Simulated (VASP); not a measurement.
# Ba (Pm-3m) in VASP: notebook

Runs on Ba. Level: PBE. Tasks: single point.

Everything below comes from runs of VASP 6.6.1. Logs are shortened: lines on timing, memory, paths and dates and some standing lists are left out, and cuts for length are marked.

## (1) Starting point

It takes space group Pm-3m (No. 221, cubic). Conventional cell: a = 3.918 Å, b = 3.918 Å, c = 3.918 Å, α = 90.00°, β = 90.00°, γ = 90.00°. Ba (site symmetry m-3m) has 6 Ba at 3.92 Å as nearest neighbours.

This isn't the form of Ba at room conditions, which is bcc.

## (2) Single point, PBE

File INCAR:

```
PREC = Accurate
ENCUT = 550
EDIFF = 1E-6
ISMEAR = 1
SIGMA = 0.2
LREAL = F
LASPH = T
NELM = 100
ALGO = Normal
ISIF = 2
LWAVE = F
LCHARG = F
GGA = PE
ADDGRID = F
```

File KPOINTS:

```
regular mesh
0
Gamma
  17 17 17
```

File POSCAR:

```
Ba
1.0
    3.9784390000     -0.0454340000      0.0410850000
   -0.0454340000      3.9110040000      0.0402290000
    0.0410850000      0.0402290000      3.8659060000
Ba
1
Direct
   -0.0007550000      0.0095990000     -0.0077320000
```

Potentials or basis: VASP PAW PBE potentials, release 64 (Ba_sv).

Launch:

```bash
$ cat potpaw_PBE.64/Ba_sv/POTCAR > POTCAR
$ mpirun -np 1 vasp_std > vasp.out
```

OUTCAR:

```text
PREC = Accurate
   ENCUT = 550
   EDIFF = 1E-6
   ISMEAR = 1
   LREAL = F
   LASPH = T
   NELM = 100
   ISIF = 2
   GGA = PE

 Found   2457 irreducible k-points:

 Following reciprocal coordinates:
            Coordinates               Weight
  0.000000  0.000000  0.000000      1.000000
  0.058824  0.000000  0.000000      2.000000
  0.117647  0.000000  0.000000      2.000000
  0.176471  0.000000  0.000000      2.000000
  0.235294  0.000000  0.000000      2.000000
  0.294118  0.000000  0.000000      2.000000
   k-points           NKPTS =   2457   k-points in BZ     NKDIM =   2457   number of bands    NBANDS=      9
   number of dos      NEDOS =    301   number of ions     NIONS =      1
   total plane-waves  NPLWV =  27000
   dimension x,y,z NGX =    30 NGY =   30 NGZ =   30
   dimension x,y,z NGXF=    60 NGYF=   60 NGZF=   60
   ions per type =               1
   NGX,Y,Z   is equivalent  to a cutoff of  12.53, 12.75, 12.90 a.u.
   NGXF,Y,Z  is equivalent  to a cutoff of  25.07, 25.50, 25.80 a.u.
 SYSTEM =  unknown system
   PREC   = accura    normal or accurate (medium, high low for compatibility)
   ISTART =      0    job   : 0-new  1-cont  2-samecut
   ICHARG =      2    charge: 1-file 2-atom 10-const
   ISPIN  =      1    spin polarized calculation?
   LNONCOLLINEAR =      F non collinear calculations
   LSORBIT =      F    spin-orbit coupling
   LASPH  =      T    aspherical Exc in radial PAW
   ENCUT  =  550.0 eV  40.42 Ry    6.36 a.u.   7.61  7.48  7.39*2*pi/ulx,y,z
   NELM   =    100;   NELMIN=  2; NELMDL= -5     # of ELM steps
   EDIFF  = 0.1E-05   stopping-criterion for ELM
   LREAL  =      F    real-space projection
   EDIFFG = 0.1E-04   stopping-criterion for IOM
   NSW    =      0    number of steps for IOM
   IBRION =     -1    ionic relax: 0-MD 1-quasi-New 2-CG
   NFREE  =      0    steps in history (QN), initial steepest desc. (CG)
   ISIF   =      2    stress and relaxation
   ISYM   =      2    0-nonsym 1-usesym 2-fastsym
   POTIM  = 0.5000    time-step for ionic-motion
   TEBEG  =    0.0;   TEEND  =   0.0 temperature during run
   PSTRESS=    0.0 pullay stress
   NELECT =      10.0000    total number of electrons
   NUPDOWN=      -1.0000    fix difference up-down
   EMIN   =  10.00;   EMAX   =-10.00  energy-range for DOS
   EFERMI =   0.00;   METHOD = LEGACY
   ISMEAR =     1;   SIGMA  =   0.20  broadening in eV -4-tet -1-fermi 0-gaus
   EFERMI_NEDOS =   21; number of points for ismear=-14 and -15
   IALGO  =     38    algorithm
   IMIX   =      4    mixing-type and parameters
     AMIX     =   0.40;   BMIX     =  1.00
     AMIX_MAG =   1.60;   BMIX_MAG =  1.00
  volume/ion in A,a.u.               =      60.13       405.78
  Fermi-wavevector in a.u.,A,eV,Ry     =   0.900275  1.701272 11.027447  0.810495
  Thomas-Fermi vector in A             =   2.023212
   LORBIT       =      0    0 simple, 1 ext, 2 COOP (PROOUT), +10 PAW based schemes
   GGA     = PE    functional components
   LHFCALC =     F    Hartree Fock is set to
   AEXX    =    0.0000 exact exchange contribution
   IVDW    =     0    specifies the selected vdW correction
   LEPSILON=     F    determine dielectric tensor
   LRPA    =     F    only Hartree local field effects (RPA)
 non-spin polarized calculation
 Methfessel and Paxton  Order N= 1 SIGMA  =   0.20
  energy-cutoff  :      550.00
  volume of cell :       60.13
 maximum number of plane-waves:      1784
   NGX = 15   NGY = 15   NGZ = 15

 number of electron      10.0000000 magnetization

 number of electron       9.9999999 magnetization

 Free energy of the ion-electron system (eV)
  ---------------------------------------------------
  ext. energy  EPLUGINS =         0.00000000
  ---------------------------------------------------
  free energy    TOTEN  =        -1.59411278 eV

  energy without entropy =       -1.60167305  energy(sigma->0) =       -1.59663287

 E-fermi :   1.7149     XC(G=0):  -7.5433

 val. band max:        1.7140011043   @ k =   0.1765   0.1765   0.4706
 cond. band min:       1.7163474771   @ k =   0.1765   0.1176   0.4706
 fundamental gap:      0.0023463728
 Fermi energy:         1.7149388928

 k-point     1 :       0.0000    0.0000    0.0000
  band No.  band energies     occupation
      1     -27.4114      2.00000
      2     -12.2634      2.00000
      3     -12.2191      2.00000
      4     -12.1864      2.00000
      5      -0.8506      2.00000
      6       1.7586      0.63979
      7       1.7666      0.57864
      8       6.6012      0.00000
      9       6.7422      0.00000

 k-point     2 :       0.0588    0.0000    0.0000
  band No.  band energies     occupation
      1     -27.4096      2.00000
      2     -12.2881      2.00000
      3     -12.2172      2.00000
      4     -12.1844      2.00000
      5      -0.7984      2.00000
      6       1.7743      0.52147
      7       1.8163      0.25218
      8       6.4687      0.00000
      9       6.5584      0.00000

 k-point     3 :       0.1176    0.0000    0.0000
  band No.  band energies     occupation
      1     -27.4043      2.00000
      2     -12.3581      2.00000
      3     -12.2114      2.00000
      4     -12.1787      2.00000
      5      -0.6486      2.00000
      6       1.8185      0.24074
      7       1.9613     -0.07090
      8       6.1370      0.00000
      9       6.2381      0.00000

 k-point     4 :       0.1765    0.0000    0.0000
  band No.  band energies     occupation
      1     -27.3964      2.00000
      2     -12.4618      2.00000
      3     -12.2026      2.00000
      4     -12.1700      2.00000
      5      -0.4203      2.00000
      6       1.8876     -0.00906
      7       2.1795     -0.00493
      8       5.7433      0.00000
      9       5.8517      0.00000

 k-point     5 :       0.2353    0.0000    0.0000
  band No.  band energies     occupation
      1     -27.3868      2.00000
      2     -12.5830      2.00000
      3     -12.1918      2.00000
      4     -12.1594      2.00000
      5      -0.1378      2.00000
      6       1.9749     -0.06935
      7       2.4229     -0.00001
      8       5.3599     -0.00000
      9       5.4726     -0.00000

 k-point     6 :       0.2941    0.0000    0.0000
  band No.  band energies     occupation
      1     -27.3769      2.00000
      2     -12.7044      2.00000
      3     -12.1807      2.00000
      4     -12.1484      2.00000
      5       0.1741      2.00000
      6       2.0704     -0.03062
      7       2.6134     -0.00000
      8       5.0262     -0.00000
      9       5.1414     -0.00000

 [... further k-points ...]
[... 5 lines left out ...]
  --------------------------------------------------------------------------------------
  -------------------------------------------------------------------------------------
  Total       -0.0752373      0.1350140      0.2914529     -0.0500228      0.0393955      0.0436112
  in kB       -2.0046771      3.5974113      7.7656821     -1.3328434      1.0496825      1.1620091
  external PRESSURE =       3.1194721 kB  Pullay stress =       0.0000000 kB

 VOLUME and BASIS-vectors are now :
 -----------------------------------------------------------------------------
  energy-cutoff  :      550.00
  volume of cell :       60.13
      direct lattice vectors                 reciprocal lattice vectors
     3.978439000 -0.045434000  0.041085000     0.251416447  0.002948496 -0.002702616
    -0.045434000  3.911004000  0.040229000     0.002948496  0.255750771 -0.002692703
     0.041085000  0.040229000  3.865906000    -0.002702616 -0.002692703  0.258728319

 POSITION                                       TOTAL-FORCE (eV/Angst)
 -----------------------------------------------------------------------------------
      4.01577      0.03206      3.87745        -0.000000     -0.000000     -0.000000
 -----------------------------------------------------------------------------------
    total drift:                               -0.000001     -0.000000      0.000001

  FREE ENERGIE OF THE ION-ELECTRON SYSTEM (eV)
  ---------------------------------------------------
  free  energy   TOTEN  =        -1.5941127815 eV

  energy  without entropy=       -1.6016730476  energy(sigma->0) =       -1.59663287
```

Run time: 11 min. Hardware: 1 thread of Intel Xeon Platinum 8259CL at 2.50GHz (Skylake/Cascade Lake), shared host; peak memory 1.5 GiB.

The run converged, but some of its settings lie outside the range that counts as converged, so its numbers aren't taken as properties of the crystal.

What came out:

```yaml
Free_energy: -1.5941 eV
Pressure: 0.3 GPa
Band_gap_on_the_k_mesh: none (metal or under the smearing width)
```

## (3) Single point, PBE

INCAR: that of step 2 with these lines changed.

```diff
@@ -4,3 +4,3 @@
 ISMEAR = 1
-SIGMA = 0.2
+SIGMA = 0.1
 LREAL = F
```

KPOINTS is that of step 2.

File POSCAR:

```
Ba
1.0
    3.9177175405      0.0000000000      0.0000000000
    0.0000000000      3.9177175405      0.0000000000
    0.0000000000      0.0000000000      3.9177175405
Ba
1
Direct
    0.0000000000      0.0000000000      0.0000000000
```

Potentials or basis: VASP PAW PBE potentials, release 64 (Ba_sv).

Launch:

```bash
$ cat potpaw_PBE.64/Ba_sv/POTCAR > POTCAR
$ mpirun -np 1 vasp_std > vasp.out
```

Wall time 47 s (1 thread of Intel Xeon Platinum 8259CL at 2.50GHz (Skylake/Cascade Lake), shared host); peak memory 0.24 GiB.

These settings aren't checked as converged: the numbers below hold their error.

Results:

```
Free energy            : -1.5974 eV
Pressure               : 0.3 GPa
Band gap on the k mesh : none (metal or under the smearing width)
```

## (4) Single point, PBE

INCAR is that of step 3.

KPOINTS is that of step 3.

File POSCAR:

```
Ba
1.0
    3.9784390000     -0.0454340000      0.0410850000
   -0.0454340000      3.9110040000      0.0402290000
    0.0410850000      0.0402290000      3.8659060000
Ba
1
Direct
   -0.0007550000      0.0095990000     -0.0077320000
```

Launch:

```bash
$ cat potpaw_PBE.64/Ba_sv/POTCAR > POTCAR
$ mpirun -np 1 vasp_std > vasp.out
```

It took 11 min on 1 thread of Intel Xeon Platinum 8259CL at 2.50GHz (Skylake/Cascade Lake), shared host; peak memory 1.5 GiB.

These settings aren't checked as converged: the numbers below hold their error.

Results:

```yaml
Free_energy: -1.5963 eV
Pressure: 0.3 GPa
Band_gap_on_the_k_mesh: none (metal or under the smearing width)
```

## (5) Single point, PBE

INCAR: that of step 4 with these lines changed.

```diff
@@ -1,3 +1,3 @@
 PREC = Accurate
-ENCUT = 550
+ENCUT = 900
 EDIFF = 1E-6
```

File KPOINTS:

```
regular mesh
0
Gamma
  14 14 14
```

File POSCAR:

```
Ba
1.0
    3.9177175405      0.0000000000      0.0000000000
    0.0000000000      3.9177175405      0.0000000000
    0.0000000000      0.0000000000      3.9177175405
Ba
1
Direct
    0.0000000000      0.0000000000      0.0000000000
```

Launch:

```bash
$ cat potpaw_PBE.64/Ba_sv/POTCAR > POTCAR
$ mpirun -np 1 vasp_std > vasp.out
```

Wall time 66 s (1 thread of Intel Xeon Platinum 8259CL at 2.50GHz (Skylake/Cascade Lake), shared host); peak memory 0.35 GiB.

These settings aren't checked as converged: the numbers below hold their error.

Results:

| Property | Result |
| --- | --- |
| Free energy | -1.5966 eV |
| Pressure | 0.3 GPa |
| Band gap on the k mesh | none (metal or under the smearing width) |

## (6) Single point, PBE

INCAR is that of step 5.

KPOINTS is that of step 5.

File POSCAR:

```
Ba
1.0
    3.9784390000     -0.0454340000      0.0410850000
   -0.0454340000      3.9110040000      0.0402290000
    0.0410850000      0.0402290000      3.8659060000
Ba
1
Direct
   -0.0007550000      0.0095990000     -0.0077320000
```

Potentials or basis: VASP PAW PBE potentials, release 64 (Ba_sv).

Launch:

```bash
$ cat potpaw_PBE.64/Ba_sv/POTCAR > POTCAR
$ mpirun -np 1 vasp_std > vasp.out
```

OUTCAR:

```text
PREC = Accurate
   ENCUT = 900
   EDIFF = 1E-6
   ISMEAR = 1
   LREAL = F
   LASPH = T
   NELM = 100
   ISIF = 2
   GGA = PE

 Found   1376 irreducible k-points:

 Following reciprocal coordinates:
            Coordinates               Weight
  0.000000  0.000000  0.000000      1.000000
  0.071429  0.000000 -0.000000      2.000000
  0.142857 -0.000000 -0.000000      2.000000
  0.214286 -0.000000 -0.000000      2.000000
  0.285714 -0.000000 -0.000000      2.000000
  0.357143 -0.000000  0.000000      2.000000
   k-points           NKPTS =   1376   k-points in BZ     NKDIM =   1376   number of bands    NBANDS=      9
   number of dos      NEDOS =    301   number of ions     NIONS =      1
   total plane-waves  NPLWV =  64000
   dimension x,y,z NGX =    40 NGY =   40 NGZ =   40
   dimension x,y,z NGXF=    80 NGYF=   80 NGZF=   80
   ions per type =               1
   NGX,Y,Z   is equivalent  to a cutoff of  16.71, 17.00, 17.20 a.u.
   NGXF,Y,Z  is equivalent  to a cutoff of  33.43, 34.00, 34.40 a.u.
 SYSTEM =  unknown system
   PREC   = accura    normal or accurate (medium, high low for compatibility)
   ISTART =      0    job   : 0-new  1-cont  2-samecut
   ICHARG =      2    charge: 1-file 2-atom 10-const
   ISPIN  =      1    spin polarized calculation?
   LNONCOLLINEAR =      F non collinear calculations
   LSORBIT =      F    spin-orbit coupling
   LASPH  =      T    aspherical Exc in radial PAW
   ENCUT  =  900.0 eV  66.15 Ry    8.13 a.u.   9.73  9.57  9.46*2*pi/ulx,y,z
   NELM   =    100;   NELMIN=  2; NELMDL= -5     # of ELM steps
   EDIFF  = 0.1E-05   stopping-criterion for ELM
   LREAL  =      F    real-space projection
   EDIFFG = 0.1E-04   stopping-criterion for IOM
   NSW    =      0    number of steps for IOM
   IBRION =     -1    ionic relax: 0-MD 1-quasi-New 2-CG
   NFREE  =      0    steps in history (QN), initial steepest desc. (CG)
   ISIF   =      2    stress and relaxation
   ISYM   =      2    0-nonsym 1-usesym 2-fastsym
   POTIM  = 0.5000    time-step for ionic-motion
   TEBEG  =    0.0;   TEEND  =   0.0 temperature during run
   PSTRESS=    0.0 pullay stress
   NELECT =      10.0000    total number of electrons
   NUPDOWN=      -1.0000    fix difference up-down
   EMIN   =  10.00;   EMAX   =-10.00  energy-range for DOS
   EFERMI =   0.00;   METHOD = LEGACY
   ISMEAR =     1;   SIGMA  =   0.10  broadening in eV -4-tet -1-fermi 0-gaus
   EFERMI_NEDOS =   21; number of points for ismear=-14 and -15
   IALGO  =     38    algorithm
   IMIX   =      4    mixing-type and parameters
     AMIX     =   0.40;   BMIX     =  1.00
     AMIX_MAG =   1.60;   BMIX_MAG =  1.00
  volume/ion in A,a.u.               =      60.13       405.78
  Fermi-wavevector in a.u.,A,eV,Ry     =   0.900275  1.701272 11.027447  0.810495
  Thomas-Fermi vector in A             =   2.023212
   LORBIT       =      0    0 simple, 1 ext, 2 COOP (PROOUT), +10 PAW based schemes
   GGA     = PE    functional components
   LHFCALC =     F    Hartree Fock is set to
   AEXX    =    0.0000 exact exchange contribution
   IVDW    =     0    specifies the selected vdW correction
   LEPSILON=     F    determine dielectric tensor
   LRPA    =     F    only Hartree local field effects (RPA)
 non-spin polarized calculation
 Methfessel and Paxton  Order N= 1 SIGMA  =   0.10
  energy-cutoff  :      900.00
  volume of cell :       60.13
 maximum number of plane-waves:      3715
   NGX = 19   NGY = 19   NGZ = 19

 number of electron      10.0000000 magnetization

 Free energy of the ion-electron system (eV)
  ---------------------------------------------------
  ext. energy  EPLUGINS =         0.00000000
  ---------------------------------------------------
  free energy    TOTEN  =        -1.59569818 eV

  energy without entropy =       -1.59597938  energy(sigma->0) =       -1.59579191

 E-fermi :   1.7246     XC(G=0):  -7.5429

 val. band max:        1.6974436746   @ k =   0.2143   0.5000   0.1429
 cond. band min:       1.7252698029   @ k =   0.4286   0.4286   0.4286
 fundamental gap:      0.0278261282
 Fermi energy:         1.7246193324

 k-point     1 :       0.0000    0.0000    0.0000
  band No.  band energies     occupation
      1     -27.4107      2.00000
      2     -12.2639      2.00000
      3     -12.2194      2.00000
      4     -12.1865      2.00000
      5      -0.8496      2.00000
      6       1.7591      0.45257
      7       1.7671      0.34812
      8       6.5996      0.00000
      9       6.6877      0.00000

 k-point     2 :       0.0714    0.0000   -0.0000
  band No.  band energies     occupation
      1     -27.4080      2.00000
      2     -12.3001      2.00000
      3     -12.2166      2.00000
      4     -12.1836      2.00000
      5      -0.7729      2.00000
      6       1.7819      0.18515
      7       1.8403     -0.06938
      8       6.4047      0.00000
      9       6.4999      0.00000
[... 37 lines left out ...]
 k-point     6 :       0.3571   -0.0000    0.0000
  band No.  band energies     occupation
      1     -27.3666      2.00000
      2     -12.8173      2.00000
      3     -12.1702      2.00000
      4     -12.1380      2.00000
      5       0.5128      2.00000
      6       2.1678     -0.00000
      7       2.6764     -0.00000
      8       4.7464      0.00000
      9       4.8635      0.00000

 [... further k-points ...]
[... 5 lines left out ...]
  --------------------------------------------------------------------------------------
  -------------------------------------------------------------------------------------
  Total       -0.0697183      0.1362748      0.2890973     -0.0496101      0.0405336      0.0439972
  in kB       -1.8576236      3.6310041      7.7029186     -1.3218471      1.0800074      1.1722933
  external PRESSURE =       3.1587664 kB  Pullay stress =       0.0000000 kB

 VOLUME and BASIS-vectors are now :
 -----------------------------------------------------------------------------
  energy-cutoff  :      900.00
  volume of cell :       60.13
      direct lattice vectors                 reciprocal lattice vectors
     3.978439000 -0.045434000  0.041085000     0.251416447  0.002948496 -0.002702616
    -0.045434000  3.911004000  0.040229000     0.002948496  0.255750771 -0.002692703
     0.041085000  0.040229000  3.865906000    -0.002702616 -0.002692703  0.258728319

 POSITION                                       TOTAL-FORCE (eV/Angst)
 -----------------------------------------------------------------------------------
      4.01577      0.03206      3.87745         0.000000     -0.000000      0.000000
 -----------------------------------------------------------------------------------
    total drift:                               -0.000000      0.000000     -0.000000

  FREE ENERGIE OF THE ION-ELECTRON SYSTEM (eV)
  ---------------------------------------------------
  free  energy   TOTEN  =        -1.5956981827 eV

  energy  without entropy=       -1.5959793764  energy(sigma->0) =       -1.59579191
```

OSZICAR:

```text
N       E                     dE             d eps       ncg     rms          rms(c)
DAV:   1     0.753652133601E+02    0.75365E+02   -0.57931E+03 24776   0.142E+03
DAV:   2     0.152538222211E+01   -0.73840E+02   -0.72648E+02 31841   0.172E+02
DAV:   3    -0.151378244045E+01   -0.30392E+01   -0.30236E+01 30019   0.440E+01
DAV:   4    -0.159624276647E+01   -0.82460E-01   -0.82313E-01 39837   0.563E+00
DAV:   5    -0.159694194977E+01   -0.69918E-03   -0.69856E-03 32945   0.372E-01    0.195E+00
DAV:   6    -0.159501625682E+01    0.19257E-02   -0.79056E-03 32681   0.897E-01    0.115E+00
DAV:   7    -0.159530928546E+01   -0.29303E-03   -0.18779E-02 29487   0.153E+00    0.763E-02
DAV:   8    -0.159569730992E+01   -0.38802E-03   -0.77275E-04 34779   0.274E-01    0.227E-02
DAV:   9    -0.159570033828E+01   -0.30284E-05   -0.18731E-05 38719   0.375E-02    0.361E-03
DAV:  10    -0.159569853786E+01    0.18004E-05   -0.21737E-06 34717   0.109E-02    0.137E-03
DAV:  11    -0.159569818269E+01    0.35516E-06   -0.96209E-08 17743   0.372E-03
   1 F= -.15956982E+01 E0= -.15957919E+01  d E =0.281194E-03
```

stdout:

```text
POSCAR found type information on POSCAR Ba
 POSCAR found :  1 types and       1 ions
 scaLAPACK will be used
 LDA part: xc-table for (Slater+PW92), standard interpolation
 POSCAR, INCAR and KPOINTS ok, starting setup
 FFT: planning ... GRIDC
 FFT: planning ... GRID_SOFT
 FFT: planning ... GRID
 WAVECAR not read
 entering main loop
```

It took 13 min on 1 thread of Intel Xeon Platinum 8259CL at 2.50GHz (Skylake/Cascade Lake), shared host; peak memory 1.8 GiB.

These settings aren't checked as converged: the numbers below hold their error.

Results:

- Free energy: -1.5957 eV
- Pressure: 0.3 GPa
- Band gap on the k mesh: none (metal or under the smearing width)

## (7) The reference run

An earlier run on the cell as given: functional PBE; potentials or basis VASP PAW PBE potentials, release 64 (Ba_sv); cutoff 520 eV; k mesh 7 × 7 × 7; occupations fermi-dirac, width 0.05 eV; no spin polarisation.

* Pressure: 0.4 GPa
* Band gap on the k mesh: 0.15 eV, indirect (least direct gap 0.22 eV)
